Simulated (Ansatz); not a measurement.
# HfN: pressure against volume scale

Results calculated with Ansatz 0.2.0, not measured. Periodic Kohn-Sham DFT of a crystal at fixed atoms, scaled to volume_scale times the given cell; pressure positive in compression, energy less spherical unpolarised free atoms, largest_vzz the field gradient of largest size among the nuclei.

The cell before it is scaled or strained (space group Fm-3m, No. 225):
```
HfN
1.0
      0.0000     2.2590     2.2590
      2.2590     0.0000     2.2590
      2.2590     2.2590     0.0000
Hf N
1 1
Direct
  0.00000 0.00000 0.00000
  0.50000 0.50000 0.50000
```

Settings of every row: method frozen-core PAW; functional PBEsol; relativity scalar; k mesh 10x10x10; filling fermi-dirac; smearing width 0.01 eV; wave cutoff 420 eV; paw set soft_2.

Atom start moment: 0 on all atoms.

Limits: PAW files made with PBE; no spin-orbit coupling on heavy atoms.

| row | volume scale | V (Å³/atom) | pressure (GPa) |
| --- | --- | --- | --- |
| 1 | 0.94 | 10.836 | 16.132 |
| 2 | 0.96 | 11.067 | 9.058 |
| 3 | 0.98 | 11.297 | ? |
| 4 | 0.99 | 11.413 | -0.234 |
| 5 | 1 | 11.528 | -3.018 |
| 6 | 1.01 | 11.643 | -5.656 |
| 7 | 1.02 | 11.758 | -8.156 |
| 8 | 1.04 | 11.989 | -12.782 |
| 9 | 1.06 | 12.22 | -16.941 |

Question: what pressure should row 3 give?

Worked fit of pressure. Take u = (V_r/V)^(2/3) − 1 with V_r = 11.585 Å³ an atom, which is twice the finite (Eulerian) strain; such expansions in the strain, on which the Birch-Murnaghan equation of state is built, carry the rest volume and the bulk modulus. The shown rows have u = 0.04557, 0.03097, 0.01002, 0.00329, -0.00332, -0.00983, -0.02259, -0.03495. Least squares give pressure = −4.3429 + 398.866 × u + 1103.83 × u² GPa; a straight line predicts inner rows, each left out in turn, worse (root mean square 0.58 against 0.0077 GPa). The rows lie off it by 0.006, -0.011, 0.001, 0.001, -0.001, 0.001, 0.008, -0.006 (root mean square 0.0057 GPa). The pressure vanishes at u = 0.0106, or V = 11.4 Å³ an atom, and there the bulk modulus at fixed shape and fractions is B = −V dP/dV = (2/3)(1 + u) dP/du = 284 GPa. The withheld row has u = 0.01692, so the fit gives −4.3429 + 398.866 × (0.01692) + 1103.83 × (0.01692)² = 2.722 GPa.

The calculation gave 2.702 GPa. The fit lies 0.020 GPa (0.06 % of the column's range) above it; its largest miss of a shown row is 0.011 GPa.
